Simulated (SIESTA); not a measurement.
**Ta in SIESTA: convergence with EnergyShift**

Input of the first run (EnergyShift 0.05); the others differ in this setting and in those tied to it:

File Ta.fdf:

```
SystemName                      Ta
SystemLabel                     Ta
NumberOfSpecies                 1
NumberOfAtoms                   1
%block ChemicalSpeciesLabel
  1  73 Ta
%endblock ChemicalSpeciesLabel

LatticeConstant                 1.0 Ang
%block LatticeVectors
    -1.6207340000     1.6546480000     1.6292400000
     1.6978010000    -1.6261700000     1.6778290000
     1.6224360000     1.6278720000    -1.6007620000
%endblock LatticeVectors
AtomicCoordinatesFormat         Fractional
%block AtomicCoordinatesAndAtomicSpecies
     0.0019110000    -0.0235750000    -0.0041030000  1  Ta
%endblock AtomicCoordinatesAndAtomicSpecies

%block kgrid.MonkhorstPack
    8   0   0  0.0
    0   8   0  0.0
    0   0   8  0.0
%endblock kgrid.MonkhorstPack
XC.Functional                   GGA
XC.Authors                      PBE
PAO.BasisSize                   DZP
PAO.EnergyShift                 0.05 Ry
Mesh.Cutoff                     800 Ry
OccupationFunction              FD
ElectronicTemperature           0.05 eV
MaxSCFIterations                120
SCF.MustConverge                false
SCF.Mixer.Method                Pulay
SCF.Mixer.Weight                0.25
SCF.Mixer.History               8
SCF.DM.Tolerance                5.0e-05
SCF.H.Tolerance                 1.0e-03 eV
WriteForces                     true
Charge.Mulliken                 end
%block PAO.Basis
  Ta 5
  n=5 0 2
    2.471 0.000
  n=6 0 2
    5.458 0.000
  n=5 1 2
    2.885 0.000
  n=6 1 1
    5.458
  n=5 2 2
    4.631 0.000
%endblock PAO.Basis
```

Potentials or basis: PseudoDojo 0.4 standard (PBE files), DZP (energy shift 0.05 Ry; two zetas on semicore shells).

Run with:

```sh
$ siesta Ta.fdf > Ta.out 2>&1
```

The cell isn't the ideal one: cell strained at random at fixed volume.

Hardware: 1 thread of Intel(R) Xeon(R) Platinum 8259CL CPU @ 2.50GHz (Skylake/Cascade Lake), with other jobs on the host.

| EnergyShift | energy less the tightest run, at zero smearing (meV/atom) | pressure (GPa) | SCF cycles | CPU time (s) | peak memory (GiB) |
| --- | --- | --- | --- | --- | --- |
| 0.05 | 2491.09 | -10.79 | 9 | 13 | 0.19 |
| 0.03 | 1372.94 | -1.16 | 9 | 16 | 0.2 |
| 0.02 | 877.10 | -1.04 | 9 | 18 | 0.2 |
| 0.01 | 433.85 | 2.36 | 7 | 22 | 0.22 |
| 0.005 | 214.52 | 2.02 | 8 | 32 | 0.23 |
| 0.003 | 116.85 | 2.37 | 8 | 39 | 0.24 |
| 0.002 | 58.55 | 2.81 | 8 | 49 | 0.26 |
| 0.001 | 0.00 | 3.55 | 9 | 71 | 0.28 |

Not settled before the last step: the energy (to 1 meV/atom), the pressure (to 0.1 GPa). The tightest run that finished is the yardstick and may itself not be fully converged.

Caveat, for the tightest run too: short orbitals over semicore shells can move pressures by several GPa; the basis of atomic orbitals isn't converged, which shifts pressures, moduli and gaps. The run has no spin-orbit coupling, so splittings on Ta are missing.
